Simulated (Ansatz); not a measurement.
# MoS2: response to strain

Aim: deform MoS2 (equal xy, yz and zx engineering shear strains of +1 %) and compute stress, forces and field gradients with LAPW, PAW and all-electron datasets made for the crystal.

Computed with Ansatz 0.2.0 (DFT LDA, scalar-relativistic, unless a step's input says otherwise).

### 1 The system as given

Symmetry: P6_3/mmc, No. 194, hexagonal system. The conventional cell has a = 3.161 Å, b = 3.161 Å, c = 12.295 Å, α = 90.00°, β = 90.00°, γ = 120.00°. Around Mo (site symmetry -6m2) lie 6 S at 2.37 Å. S (site symmetry 3m) has 3 Mo at 2.37 Å as nearest neighbours.

As a file:

```cif
data_structure
_symmetry_space_group_name_H-M 'P 1'
_symmetry_Int_Tables_number 1
_cell_length_a 3.1610
_cell_length_b 3.1610
_cell_length_c 12.2950
_cell_angle_alpha 90.000
_cell_angle_beta 90.000
_cell_angle_gamma 120.000
_cell_volume 106.39
loop_
_atom_site_label
_atom_site_type_symbol
_atom_site_fract_x
_atom_site_fract_y
_atom_site_fract_z
_atom_site_occupancy
Mo1 Mo 0.33333 0.66667 0.25000 1
Mo2 Mo 0.66667 0.33333 0.75000 1
S1 S 0.33333 0.66667 0.62750 1
S2 S 0.66667 0.33333 0.12750 1
S3 S 0.33333 0.66667 0.87250 1
S4 S 0.66667 0.33333 0.37250 1
```

Atoms are numbered in the order of the input: Mo1, Mo2, S3, S4, S5, S6.

### 2 After the deformation

Space group P6_3/mmc before, P-1 after.

### 3 LAPW, all electrons

File input.yaml:

```yaml
crystal:
  lattice:
    - [3.1610016016, 0.015805008, 0.015805008]
    - [-1.5668132624, 2.7296051844, 0.0057850344]
    - [0.061475, 0.061475, 12.295]
  atoms:
    - { symbol: Mo, position: [0.3333333333, 0.6666666667, 0.25] }
    - { symbol: Mo, position: [0.6666666667, 0.3333333333, 0.75] }
    - { symbol: S, position: [0.3333333333, 0.6666666667, 0.6275] }
    - { symbol: S, position: [0.6666666667, 0.3333333333, 0.1275] }
    - { symbol: S, position: [0.3333333333, 0.6666666667, 0.8725] }
    - { symbol: S, position: [0.6666666667, 0.3333333333, 0.3725] }
kpoints:
  mp_grid: { grid: [10, 10, 3] }
  band_path:
    path:
      - [0.0, 0.0, 0.0]
      - [0.0, -0.5, 0.0]
      - [0.0, 0.0, 0.5]
      - [0.0, 0.0, 0.0]
      - [-0.5, 0.0, 0.0]
      - [-0.5, 0.5, -0.5]
      - [0.0, 0.0, 0.0]
      - [-0.5, 0.0, -0.5]
      - [-0.5, 0.5, 0.0]
    npoints: 5
scf:
  occupations: { method: fermi_dirac, width: 0.03 }
hamiltonian:
  xc: lda
  pseudopotentials: { kind: all_electron, lapw: { basis_error: 0.001 } }
output:
  forces: true
  stress: true
  eigenvalues: true
```

Started as:

```console
> ansatz run input.yaml --threads 2 --pin off --max-ram 8192MiB --backend cpu --events-out ev --progress --plain --runs-dir out
```

### 4 Frozen-core PAW

input.yaml: that of step 3 with these lines changed.

```diff
@@ -14,14 +14,2 @@
   mp_grid: { grid: [10, 10, 3] }
-  band_path:
-    path:
-      - [0.0, 0.0, 0.0]
-      - [0.0, -0.5, 0.0]
-      - [0.0, 0.0, 0.5]
-      - [0.0, 0.0, 0.0]
-      - [-0.5, 0.0, 0.0]
-      - [-0.5, 0.5, -0.5]
-      - [0.0, 0.0, 0.0]
-      - [-0.5, 0.0, -0.5]
-      - [-0.5, 0.5, 0.0]
-    npoints: 5
 scf:
@@ -30,3 +18,3 @@
   xc: lda
-  pseudopotentials: { kind: all_electron, lapw: { basis_error: 0.001 } }
+  pseudopotentials: { kind: paw }
 output:
@@ -35 +23,6 @@
   eigenvalues: true
+  efg: { contact_densities: true }
+  write_density: true
+  write_potential: true
+  elf: true
+  volumetric_format: npy
```

### 5 All-electron PAW on datasets made for the crystal

input.yaml: that of step 4 with these lines changed.

```diff
@@ -18,3 +18,3 @@
   xc: lda
-  pseudopotentials: { kind: paw }
+  pseudopotentials: { kind: all_electron, datasets: crystal }
 output:
@@ -24,5 +24 @@
   efg: { contact_densities: true }
-  write_density: true
-  write_potential: true
-  elf: true
-  volumetric_format: npy
```

(Steps that only read results are left out.)

What does the calculation give? Wanted: pressure; largest shear or deviatoric stress.

**Answer**, as computed:

```
                                 quantity                                           value
                                 pressure  LAPW 1.17, PAW 1.11, crystal datasets 1.17 GPa
largest shear or deviatoric stress (LAPW)                                        4.60 GPa
```

The largest part of the stress beyond the pressure is 4.60 GPa in size, in the zz component; the atoms are carried along and not relaxed. No run of the undeformed cell stands beside it, so the pressure holds what the given cell had before the change. PAW: stress within 0.06 GPa of LAPW, forces within 5 meV/Å. Crystal datasets: stress within 0.01 GPa of LAPW, forces within 1 meV/Å.
